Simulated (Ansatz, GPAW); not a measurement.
# Ballistic transport through a Pt chain with one Ni atom in line, from relaxation to T(E), part 2 of 4

Aim: the conductance of a Pt chain with one Ni atom in line after relaxation, and whether geometry, basis or functional moves it most.

GPAW 26.7.0 and Ansatz 0.2.0; Ansatz plane waves; relaxation of the junction with the lead ends held; PAW set soft_1 (the session's first sound run).

So far. Step 2 (Relaxing the atoms): The relaxation lowered the energy of the cell by 0.383 eV.

## 3. Plane waves, PBE

Plane waves give the reference curve, free of the bias of atom-centred orbitals.

This step: Ansatz plane waves; Landauer transmission by layers, zero bias; PAW set soft_1 (Ansatz 0.2.0).

The input, input.yaml:

```yaml
crystal:
  lattice:
    - [9.0, 0.0, 0.0]
    - [0.0, 9.0, 0.0]
    - [0.0, 0.0, 40.4934]
  atoms:
    - { symbol: Pt, position: [0.5, 0.5, 0.0296344589] }
    - { symbol: Pt, position: [0.5, 0.5, 0.0889033768] }
    - { symbol: Pt, position: [0.5, 0.5, 0.1481722947] }
    - { symbol: Pt, position: [0.5, 0.5, 0.2074412126] }
    - { symbol: Pt, position: [0.5, 0.5, 0.2667101305] }
    - { symbol: Pt, position: [0.5, 0.5, 0.3259790484] }
    - { symbol: Pt, position: [0.4978199721, 0.5535280671, 0.385459392] }
    - { symbol: Pt, position: [0.5013224402, 0.4646325208, 0.4438148036] }
    - { symbol: Ni, position: [0.4969999681, 0.5499150804, 0.500041671], spin: 1.0 }
    - { symbol: Pt, position: [0.5015215091, 0.4636951863, 0.5561821862] }
    - { symbol: Pt, position: [0.4967755383, 0.5529810141, 0.6145098168] }
    - { symbol: Pt, position: [0.5, 0.5, 0.6740209516] }
    - { symbol: Pt, position: [0.5, 0.5, 0.7332898695] }
    - { symbol: Pt, position: [0.5, 0.5, 0.7925587874] }
    - { symbol: Pt, position: [0.5, 0.5, 0.8518277053] }
    - { symbol: Pt, position: [0.5, 0.5, 0.9110966232] }
    - { symbol: Pt, position: [0.5, 0.5, 0.9703655411] }
magnetization:
  spin_polarized: true
kpoints:
  mp_grid: { grid: [1, 1, 2] }
hamiltonian:
  xc: pbe
  pseudopotentials: { kind: paw, azcp: { folder: soft_1 } }
scf:
  occupations: { method: fermi_dirac, width: 0.1 }
output:
  transmission:
    leads: [[0, 1]]
    e_range: [-2, 2]
    de: 0.025
    kmesh: [1, 1]
    reduced_basis: true
  write_potential: true
  write_density: true
  volumetric_format: npy
  elf: true
```

Started as:

```
ansatz run input.yaml --threads 4 --pin off --max-ram 8192MiB --backend cpu --events-out ev --progress --plain --runs-dir out
```

Numbers of over 12 decimals in the logs are rounded to 6 here.

Log:

```text
[...]
Crystal: 17 atoms, lattice volume = 3279.965 Å³
Basis set: ecut = 420 eV, 64067 PW (Γ)
Bands: 185, of which v1, the nominal top of the filled ones, is band 153 counted from 1 (152 counted from 0)
Symmetry: 1 space group operations
[...]
k-points: 2
[...]
Starting moments: Σ|m| = 1 μB on 1 of 17 sites
[...]
SCF iter   1: F=—  HF=-206194.197142 eV  |F-HF|=—  |Δ(HF+E_count)|=         —  Δρ=1.42e-2 (↑1.33e-2 ↓1.42e-2)  dr2=3.17e1  dr2_m=5.93e-2  M=1.035 μB ∫|m|=1.223 μB  β_m=0.30  ethr=3.10e-3  ⟨swp⟩=8.0  Hψ=2981  notcnv=0  defer=12
[...]
SCF iter  17: F=-206190.988473 eV  HF=-206190.988473 eV  |F-HF|=3.09e-9  |Δ(HF+E_count)|=   1.80e-9  Δρ=2.61e-7 (↑1.30e-7 ↓2.61e-7)  dr2=3.73e-9  dr2_m=6.27e-10  M=2.928 μB ∫|m|=3.532 μB  ethr=6.36e-12  ⟨swp⟩=21.5  Hψ=3194  notcnv=0
SCF 1 converged in 17 iterations: F = -206190.988473 eV  dr2 = 3.73e-9
[...]
transmission: 100 of 600 steps passed
transmission: 150 of 600 steps passed
[...]
transmission: 600 of 600 steps passed
WARN: The output density's exchange-correlation potential varies sharply where the density is thin. Do not read a vacuum level from v_tot or v_xc, or from such a field of the output density. On a cell that repeats whose density bears no net charge and no dipole along the vacuum's axis use v_es (v_loc + v_h of the components); under efield.dipole_correction with no amplitude use v_es + v_field, which holds any externa [...]
SCF converged after 17 iterations
Magnetization: 2.9276 μB (154.4638 up, 151.5362 down)
Absolute magnetization: 3.5395 μB (∫|ρ↑−ρ↓|, with the PAW one-centre terms)
[...]
Per-site moments (μB) at R_I (Å): [(-0.021254, 0.990000), (0.013686, 0.990000), (0.031009, 0.990000), (-0.011607, 0.990000), (-0.049380, 0.990000), (0.00850905, 0.990000), (0.229861, 1.013243), (0.489655, 0.991248), (1.150054, 0.991012), (0.488770, 0.991012), (0.229751, 1.013389), (0.00873263, 0.990000), (-0.049328, 0.990000), (-0.011789, 0.990000), (0.030945, 0.990000), (0.013840, 0.990000), (-0.021156, 0.990000)]
Free energy (F): -206190.988473 eV
[...]
Internal energy: -206189.837434 eV  (E = F + TS)
E sigma→0 (E₀):  -206190.412953 eV
Entropy (-TS):   -1.151039 eV (-67.708 meV/atom)
Fermi energy:    -3.863955 eV
[...]
--- Band table (eV) ---
  k-point 0 ↑: bands = [... 149 lower, -4.2141, -4.1347, -4.0829, -4.0765, -3.9380, -3.8662, -3.7427, -3.7063, ... 28 higher]
  k-point 1 ↑: bands = [... 149 lower, -4.2519, -4.1058, -4.0900, -4.0301, -3.9763, -3.8796, -3.7410, -3.7308, ... 28 higher]
  k-point 0 ↓: bands = [... 149 lower, -3.9030, -3.8658, -3.8515, -3.8373, -3.7984, -3.7937, -3.7166, -3.5991, ... 28 higher]
  k-point 1 ↓: bands = [... 149 lower, -4.0141, -3.9834, -3.8931, -3.7567, -3.7477, -3.6600, -3.6589, -3.6244, ... 28 higher]
--- Transmission ---
  basis      : 717 plane waves across, 50 finite elements along
  points     : 1, standing for a mesh of 1 x 1
  filling    : by the input's occupations and mesh, since the crystals that have channels conduct as metals do. If one of these is a semiconductor, that mesh has misplaced its level
  energies   : 161 from -2.000000 to 2.000000 eV about the Fermi level, 0.025000 eV apart; the leads are filled to 0.000000 eV, and channels, transmission and decay are at 0.000000 eV
  crystal 0  : Pt1, at the sites [0, 1], period 2.4000 Å, over 28.80 Å; its Hamiltonian steps by up to 7.5 meV
    offset         : up to 0.0000 Å between an atom of the period and one for which it stands
    filled         : 1.4 meV under the level at which it is neutral
    channels       : 4.000000e0 up, 4.000000e0 down
    conductance    : 3.8262e14 S/m² at 300 K; may be off by some 0.0 % by where its bands' edges are placed, 0.0 % from the distance to neutral
  junction   : crystal 0 to crystal 0, 0.70 to 38.79 Å
    transmission   : 9.561896e-1 up, 3.159326e0 down
    error estimate : 1.780539e-4 up, 5.824303e-4 down from the reduction of the transverse basis, at the most 1.423088e-2 at -1.375000 eV
    conductance    : 1.9372e14 S/m² at 300 K (1.9369e14 on every other energy)
    error estimate : 0.0 % from the energy spacing and 0.0 % from band edges of the leads and from resonances (wavevectors taken as independent; lower de), 0.0 % from the reduction of the transverse basis, 1.6 % from the steps of its leads' Hamiltonians or their offsets (lay more layers), 0.0 % from the distance to neutral
    resistance     : 1.4049e-3 Ω µm² beyond half of each lead's own
```

The job ended after 7.5 min (4 threads of Arm Neoverse V1, shared host; peak memory 6.5 GiB).

In the SCF lines HF is the Harris–Foulkes energy and dr2 the Hartree energy of the density residual, in eV; the loop may stop once dr2 is under the threshold and the program's other checks hold. Hψ counts applications of the Hamiltonian.

Numbers from this step:

```
magnetization                                    : 2.928 μB
lead level                                       : 0 eV from the Fermi level
transmission at the Fermi level, spin up         : 0.9562
transmission at the Fermi level, spin down       : 3.159
lead channels, spin up                           : 4
lead channels, spin down                         : 4
step of the potential along the lead             : 7.5 meV
offset of the lead                               : 0 Å
filling of the lead less its bulk value, in size : 1.4 meV
conductance                                      : 2.025 G₀
```

Each spin. The transmission, zone mean by energy, zero at the Fermi level:

| energy (eV) | T, spin up | T, spin down |
| --- | --- | --- |
| -2.000 | 2.20 | 1.08 |
| -1.900 | 2.68 | 1.11 |
| -1.800 | 2.68 | 1.15 |
| -1.700 | 2.58 | 1.20 |
| -1.600 | 2.65 | 1.29 |
| -1.500 | 2.83 | 1.48 |
| -1.425 | 2.92 | 1.74 |
| -1.400 | 2.72 | 1.80 |
| -1.300 | 2.07 | 2.17 |
| -1.200 | 2.55 | 2.66 |
| -1.100 | 2.87 | 2.95 |
| -1.000 | 3.25 | 3.22 |
| -0.925 | 3.37 | 3.43 |
| -0.900 | 3.35 | 3.47 |
| -0.800 | 3.08 | 3.53 |
| -0.700 | 2.68 | 3.79 |
| -0.600 | 2.02 | 3.71 |
| -0.500 | 1.78 | 4.14 |
| -0.400 | 2.24 | 2.72 |
| -0.300 | 1.41 | 2.77 |
| -0.200 | 1.08 | 2.92 |
| -0.100 | 0.986 | 2.92 |
| 0.000 | 0.956 | 3.16 |
| 0.100 | 0.946 | 2.74 |
| 0.200 | 0.940 | 2.08 |
| 0.300 | 0.904 | 1.91 |
| 0.400 | 0.920 | 1.93 |
| 0.500 | 0.956 | 1.44 |
| 0.600 | 0.983 | 1.14 |
| 0.700 | 0.998 | 1.05 |
| 0.800 | 0.998 | 0.958 |
| 0.900 | 0.982 | 0.998 |
| 1.000 | 0.953 | 0.996 |
| 1.100 | 0.922 | 0.979 |
| 1.200 | 0.891 | 0.954 |
| 1.300 | 0.861 | 0.925 |
| 1.400 | 0.833 | 0.896 |
| 1.500 | 0.808 | 0.867 |
| 1.600 | 0.785 | 0.840 |
| 1.700 | 0.766 | 0.816 |
| 1.800 | 0.750 | 0.796 |
| 1.900 | 0.738 | 0.778 |
| 2.000 | 0.732 | 0.765 |

Each spin. The open channels, zone mean by energy, zero at the Fermi level:

| energy (eV) | channels, spin up | channels, spin down |
| --- | --- | --- |
| -2.000 | 3 | 3 |
| -1.900 | 3 | 3 |
| -1.800 | 3 | 3 |
| -1.700 | 3 | 3 |
| -1.600 | 4 | 4 |
| -1.500 | 4 | 4 |
| -1.400 | 6 | 6 |
| -1.300 | 6 | 6 |
| -1.200 | 6 | 6 |
| -1.100 | 6 | 6 |
| -1.000 | 6 | 6 |
| -0.900 | 6 | 6 |
| -0.800 | 6 | 6 |
| -0.700 | 6 | 6 |
| -0.600 | 6 | 6 |
| -0.500 | 6 | 6 |
| -0.400 | 4 | 4 |
| -0.300 | 4 | 4 |
| -0.200 | 4 | 4 |
| -0.100 | 4 | 4 |
| 0.000 | 4 | 4 |
| 0.100 | 4 | 4 |
| 0.200 | 4 | 4 |
| 0.300 | 4 | 3 |
| 0.400 | 3 | 3 |
| 0.500 | 3 | 3 |
| 0.600 | 3 | 3 |
| 0.700 | 3 | 3 |
| 0.800 | 3 | 1 |
| 0.900 | 1 | 1 |
| 1.000 | 1 | 1 |
| 1.100 | 1 | 1 |
| 1.200 | 1 | 1 |
| 1.300 | 1 | 1 |
| 1.400 | 1 | 1 |
| 1.500 | 1 | 1 |
| 1.600 | 1 | 1 |
| 1.700 | 1 | 1 |
| 1.800 | 1 | 1 |
| 1.900 | 1 | 1 |
| 2.000 | 1 | 1 |

At 0.0000 eV from the Fermi level; k in fractions of b1, b2; points that symmetry leaves. k resolved, by row:

| spin | k1 | k2 | weight | t_junction_0 | channels_crystal_0 |
| --- | --- | --- | --- | --- | --- |
| up | 0 | 0 | 1 | 0.9562 | 4 |
| dn | 0 | 0 | 1 | 3.159 | 4 |

Crystal 0, spin up, k parallel (0, 0); distinct values, listed up to 1.5 1/Å. Im kz of the slowest decaying states against energy, zero at the Fermi level:

| energy (eV) | decay 1 (Å⁻¹) | decay 2 (Å⁻¹) | decay 3 (Å⁻¹) | decay 4 (Å⁻¹) |
| --- | --- | --- | --- | --- |
| -2.0000 | 0.385 | 0.616 | 0.616 | 1.40 |
| -1.7500 | 0.236 | 0.473 | 0.474 | 1.37 |
| -1.5000 | 0.229 | 0.230 | 1.35 | 1.35 |
| -1.2500 | 1.33 | 1.33 | 1.36 | 1.47 |
| -1.0000 | 1.30 | 1.30 | 1.33 | 1.44 |
| -0.7500 | 1.28 | 1.28 | 1.31 | 1.42 |
| -0.5000 | 1.25 | 1.25 | 1.28 | 1.40 |
| -0.2500 | 0.304 | 0.304 | 1.23 | 1.23 |
| 0.0000 | 0.467 | 0.467 | 1.20 | 1.20 |
| 0.2500 | 0.570 | 0.570 | 1.17 | 1.17 |
| 0.5000 | 0.197 | 0.646 | 0.646 | 1.15 |
| 0.7500 | 0.292 | 0.707 | 1.12 | 1.12 |
| 1.0000 | 0.112 | 0.113 | 0.359 | 0.756 |
| 1.2500 | 0.162 | 0.162 | 0.411 | 0.798 |
| 1.5000 | 0.192 | 0.193 | 0.454 | 0.833 |
| 1.7500 | 0.212 | 0.212 | 0.489 | 0.864 |
| 2.0000 | 0.223 | 0.223 | 0.519 | 0.891 |

Crystal 0, spin up, k parallel (0, 0). Re kz of states that move upwards against energy, zero at the Fermi level:

| energy (eV) | channel 1 (Å⁻¹) | channel 2 (Å⁻¹) | channel 3 (Å⁻¹) | channel 4 (Å⁻¹) | channel 5 (Å⁻¹) | channel 6 (Å⁻¹) |
| --- | --- | --- | --- | --- | --- | --- |
| -2.000 | -0.642 | -0.642 | 0.727 | - | - | - |
| -1.800 | -0.602 | -0.602 | 0.747 | - | - | - |
| -1.600 | -0.564 | -0.563 | 0.0350 | 0.768 | - | - |
| -1.400 | -0.526 | -0.525 | 0.147 | 0.148 | 0.279 | 0.790 |
| -1.200 | -0.489 | -0.488 | 0.395 | 0.429 | 0.429 | 0.814 |
| -1.000 | -0.452 | -0.452 | 0.484 | 0.609 | 0.609 | 0.839 |
| -0.800 | -0.416 | -0.415 | 0.559 | 0.774 | 0.774 | 0.868 |
| -0.600 | -0.379 | -0.378 | 0.623 | 0.902 | 0.953 | 0.954 |
| -0.400 | -0.342 | -0.341 | 0.679 | 0.944 | - | - |
| -0.200 | -0.304 | -0.304 | 0.726 | 0.996 | - | - |
| 0.000 | -0.265 | -0.264 | 0.766 | 1.06 | - | - |
| 0.200 | -0.223 | -0.223 | 0.799 | 1.17 | - | - |
| 0.400 | -0.177 | -0.177 | 0.827 | - | - | - |
| 0.600 | -0.122 | -0.121 | 0.852 | - | - | - |
| 0.800 | -0.0171 | -0.00821 | 0.875 | - | - | - |
| 1.000 | 0.895 | - | - | - | - | - |
| 1.200 | 0.915 | - | - | - | - | - |
| 1.400 | 0.933 | - | - | - | - | - |
| 1.600 | 0.951 | - | - | - | - | - |
| 1.800 | 0.968 | - | - | - | - | - |
| 2.000 | 0.985 | - | - | - | - | - |

Crystal 0, spin dn, k parallel (0, 0); distinct values, listed up to 1.5 1/Å. Im kz of the slowest decaying states against energy, zero at the Fermi level:

| energy (eV) | decay 1 (Å⁻¹) | decay 2 (Å⁻¹) | decay 3 (Å⁻¹) | decay 4 (Å⁻¹) |
| --- | --- | --- | --- | --- |
| -2.0000 | 0.384 | 0.612 | 0.612 | 1.40 |
| -1.7500 | 0.233 | 0.467 | 0.468 | 1.37 |
| -1.5000 | 0.214 | 0.215 | 1.35 | 1.35 |
| -1.2500 | 1.33 | 1.33 | 1.36 | 1.47 |
| -1.0000 | 1.30 | 1.30 | 1.33 | 1.44 |
| -0.7500 | 1.28 | 1.28 | 1.31 | 1.42 |
| -0.5000 | 1.25 | 1.28 | 1.40 | - |
| -0.2500 | 0.313 | 0.313 | 1.23 | 1.26 |
| 0.0000 | 0.472 | 0.472 | 1.20 | 1.23 |
| 0.2500 | 0.574 | 0.574 | 1.17 | 1.17 |
| 0.5000 | 0.200 | 0.649 | 0.649 | 1.15 |
| 0.7500 | 0.295 | 0.709 | 0.709 | 1.12 |
| 1.0000 | 0.118 | 0.120 | 0.361 | 0.758 |
| 1.2500 | 0.166 | 0.167 | 0.413 | 0.800 |
| 1.5000 | 0.195 | 0.196 | 0.455 | 0.835 |
| 1.7500 | 0.214 | 0.215 | 0.490 | 0.866 |
| 2.0000 | 0.225 | 0.225 | 0.520 | 0.893 |

Crystal 0, spin dn, k parallel (0, 0). Re kz of states that move upwards against energy, zero at the Fermi level:

| energy (eV) | channel 1 (Å⁻¹) | channel 2 (Å⁻¹) | channel 3 (Å⁻¹) | channel 4 (Å⁻¹) | channel 5 (Å⁻¹) | channel 6 (Å⁻¹) |
| --- | --- | --- | --- | --- | --- | --- |
| -2.0000 | -0.639 | -0.638 | 0.728 | - | - | - |
| -1.7500 | -0.589 | -0.588 | 0.753 | - | - | - |
| -1.5000 | -0.542 | -0.540 | 0.202 | 0.780 | - | - |
| -1.2500 | -0.495 | -0.494 | 0.371 | 0.386 | 0.387 | 0.809 |
| -1.0000 | -0.449 | -0.448 | 0.485 | 0.617 | 0.617 | 0.840 |
| -0.7500 | -0.403 | -0.402 | 0.577 | 0.824 | 0.824 | 0.877 |
| -0.5000 | -0.357 | -0.356 | 0.653 | 0.924 | 1.08 | 1.08 |
| -0.2500 | -0.310 | -0.309 | 0.716 | 0.984 | - | - |
| 0.0000 | -0.261 | -0.260 | 0.766 | 1.07 | - | - |
| 0.2500 | -0.208 | -0.206 | 0.807 | 1.21 | - | - |
| 0.5000 | -0.146 | -0.144 | 0.840 | - | - | - |
| 0.7500 | -0.0475 | -0.0416 | 0.869 | - | - | - |
| 1.0000 | 0.895 | - | - | - | - | - |
| 1.2500 | 0.919 | - | - | - | - | - |
| 1.5000 | 0.942 | - | - | - | - | - |
| 1.7500 | 0.964 | - | - | - | - | - |
| 2.0000 | 0.985 | - | - | - | - | - |

The electrostatic potential energy of an electron (with the applied field's), less the Fermi level, planar mean oscillates, so the rows of the table below give means over windows of 2.39 Å about each position, cut where the curve ends. Its first 14 maxima inside the range that stand out by 2 % of the span (Å: eV): 2.4: 5.72, 4.8: 5.72, 7.2: 5.71, 9.6: 5.70, 12.0: 5.69, 14.3: 5.66, 16.7: 5.53, 19.1: 5.37, 20.2: 4.72, 21.4: 5.37, 23.8: 5.53, 26.2: 5.66, 28.5: 5.69, 30.9: 5.70. Its first 14 minima: 1.3: 3.82, 3.7: 3.82, 6.0: 3.82, 8.4: 3.80, 10.8: 3.79, 13.2: 3.79, 15.6: 3.73, 18.0: 3.62, 20.0: 4.67, 20.5: 4.67, 22.5: 3.61, 24.9: 3.73, 27.3: 3.79, 29.7: 3.79.

The electrostatic potential energy of an electron (with the applied field's), less the Fermi level, planar mean by z; means over each step:

| z (Å) | electrostatic potential energy of an electron (with the applied field's), less the Fermi level, planar mean (eV) |
| --- | --- |
| 1.20 | 4.76 |
| 3.58 | 4.76 |
| 5.97 | 4.76 |
| 8.36 | 4.75 |
| 10.75 | 4.74 |
| 13.14 | 4.74 |
| 15.53 | 4.68 |
| 17.92 | 4.55 |
| 20.31 | 4.96 |
| 22.70 | 4.56 |
| 25.09 | 4.68 |
| 27.48 | 4.74 |
| 29.87 | 4.74 |
| 32.26 | 4.75 |
| 34.65 | 4.76 |
| 37.04 | 4.76 |
| 39.43 | 4.64 |

The valence density, planar mean (density) oscillates, so the rows of the table below give means over windows of 2.39 Å about each position, cut where the curve ends. Its first 14 maxima inside the range that stand out by 2 % of the span (Å: e/Å³): 1.3: 0.195, 3.7: 0.196, 6.0: 0.196, 8.4: 0.197, 10.8: 0.197, 13.2: 0.197, 15.6: 0.197, 18.0: 0.196, 20.2: 0.310, 22.5: 0.196, 24.9: 0.197, 27.3: 0.197, 29.7: 0.197, 32.1: 0.197. Its first 14 minima: 2.4: 0.0225, 4.8: 0.0225, 7.2: 0.0225, 9.6: 0.0226, 12.0: 0.0227, 14.3: 0.0222, 16.7: 0.0227, 19.3: 0.0182, 21.2: 0.0183, 23.8: 0.0227, 26.2: 0.0221, 28.5: 0.0227, 30.9: 0.0226, 33.3: 0.0225.

The valence density, planar mean by z; means over each step:

| z (Å) | density (e/Å³) | rho spin (e/Å³) |
| --- | --- | --- |
| 1.20 | 0.0929 | -1.2e-4 |
| 3.58 | 0.0929 | 7.8e-5 |
| 5.97 | 0.0929 | 1.9e-4 |
| 8.36 | 0.0929 | -9.5e-5 |
| 10.75 | 0.0929 | -2.9e-4 |
| 13.14 | 0.0929 | 1.4e-4 |
| 15.53 | 0.0930 | 0.00151 |
| 17.92 | 0.0933 | 0.00314 |
| 20.31 | 0.0947 | 0.00604 |
| 22.70 | 0.0934 | 0.00313 |
| 25.09 | 0.0930 | 0.00151 |
| 27.48 | 0.0929 | 1.4e-4 |
| 29.87 | 0.0928 | -2.9e-4 |
| 32.26 | 0.0929 | -9.9e-5 |
| 34.65 | 0.0929 | 1.8e-4 |
| 37.04 | 0.0929 | 8.2e-5 |
| 39.43 | 0.102 | -1.4e-4 |

Spin density in the cb plane at fractional x = 0.497, with atoms of Pt and Ni within 0.2 Å of it.

Ten even steps from '0' (0.0 e/Å³) to '9' (2.9 e/Å³), each cell a mean:
```
00000000000000000000000000000000000000000000
00000000000000000000000000000000000000000000
00000000000000000000000000000000000000000000
00000000000000000000000000000000000000000000
00000000000000000000000000000000000000000000
00000000000000000000000000000000000000000000
00000000000000000000000000000000000000000000
00000000000000000000000000000000000000000000
00000000000000000000000000000000000000000000
00000000000000000000000003200000000000000000
00000000000000000000000029810000000000000000
00000000000000000000000013300000000000000000
00000000000000000000000000000000000000000000
00000000000000000000000000000000000000000000
00000000000000000000000000000000000000000000
00000000000000000000000000000000000000000000
00000000000000000000000000000000000000000000
00000000000000000000000000000000000000000000
00000000000000000000000000000000000000000000
00000000000000000000000000000000000000000000
00000000000000000000000000000000000000000000
00000000000000000000000000000000000000000000
00000000000000000000000000000000000000000000
00000000000000000000000000000000000000000000
```
Columns run along c (16.0 Å, from fractional 0.27 to 0.67 of the cell), rows up along b (9.0 Å). Atoms in or near the plane, at fractional coordinates: Pt at (0.33, 0.50), Pt at (0.39, 0.55), Pt at (0.44, 0.46), Ni at (0.50, 0.55), Pt at (0.56, 0.46), Pt at (0.61, 0.55).

Electrostatic potential energy in the cb plane at fractional x = 0.497, with atoms of Pt and Ni within 0.2 Å of it. With pseudopotentials it is smooth inside the atoms' cores, unlike the true potential.

Values in eV, 13 rows by 16 columns, each cell a mean:
```
  2   2   2   2   2   2   2   2   2   2   2   2   2   2   2   2
  2   2   2   2   2   2   2   2   2   2   2   2   2   2   2   2
  2   2   2   2   2   2   2   2   1   1   2   2   2   2   2   2
  2   2   2   1  -1   0   2   2   0  -1   1   2   2   0   0   2
 -2  -1  -4  -3 -29 -14   0   1  -5 -16  -2   1   0 -20 -24  -2
-32 -20 -48 -16 -65 -39 -13 -18 -15  -9 -11 -21 -10 -51 -57 -17
-51 -35 -66 -17 -46 -25 -45 -58 -14 -19 -16 -64 -33 -34 -39 -27
-21 -12 -32  -4  -3  -2 -36 -48  -4  -3  -9 -55 -25  -3  -3  -8
  0   0  -1   1   2   1  -4  -7   0   1  -1  -8  -3   2   2   1
  2   2   2   2   2   2   1   1   2   2   1   1   1   2   2   2
  2   2   2   2   2   2   2   2   2   2   2   2   2   2   2   2
  2   2   2   2   2   2   2   2   2   2   2   2   2   2   2   2
  2   2   2   2   2   2   2   2   2   2   2   2   2   2   2   2
```
Columns run along c (16.0 Å, from fractional 0.27 to 0.67 of the cell; values clipped at the 3rd and 97th percentile), rows up along b (9.0 Å). Atoms in or near the plane, at fractional coordinates: Pt at (0.33, 0.50), Pt at (0.39, 0.55), Pt at (0.44, 0.46), Ni at (0.50, 0.55), Pt at (0.56, 0.46), Pt at (0.61, 0.55).

Valence density in the cb plane at fractional x = 0.497, with atoms of Pt and Ni within 0.2 Å of it. It is the smooth field of the valence electrons, not physical close to the nuclei.

Ten steps, logarithmic in the rise over the least value, from '0' (0 e/Å³) to '9' (39 e/Å³), each cell a mean:
```
00000000000000000000000000000000000000000000
00000000000000000000000000000000000000000000
00000000000000000000000000000000000000000000
00000000000000000000000000000000000000000000
00000000000000000000000000000000000000000000
00000000000000000000000000000000000000000000
00000000000000000000000000000000000000000000
00000000000111100000000000000000000001110000
10000111001344310000000013210000000023442100
32112333112566521111111157731111111135664212
64223565323577631234321269951124431246765224
65224676422566522356642258741246653235664225
65224666411344312467642123321357763123442124
43112454210111111366641001101256653111111013
21001221100000000244421000000134431000000001
00000000000000000011100000000011110000000000
00000000000000000000000000000000000000000000
00000000000000000000000000000000000000000000
00000000000000000000000000000000000000000000
00000000000000000000000000000000000000000000
00000000000000000000000000000000000000000000
00000000000000000000000000000000000000000000
00000000000000000000000000000000000000000000
00000000000000000000000000000000000000000000
```
Columns run along c (16.0 Å, from fractional 0.27 to 0.67 of the cell), rows up along b (9.0 Å). Atoms in or near the plane, at fractional coordinates: Pt at (0.33, 0.50), Pt at (0.39, 0.55), Pt at (0.44, 0.46), Ni at (0.50, 0.55), Pt at (0.56, 0.46), Pt at (0.61, 0.55).

T at the Fermi level is 2.06 of 4 open channels a spin, without spin-orbit coupling, which is large for these atoms.

[end of part 2 of 4]

[Logs are printed without paths, hosts, clocks, repeated set-up lines and the standing remarks that a program may print on its own settings, such as how far it seeks lower states.]

[Hosts, paths, dates, database ids (printed as entryN), source tags and the programs' standing remarks are cut or masked in the printed files.]
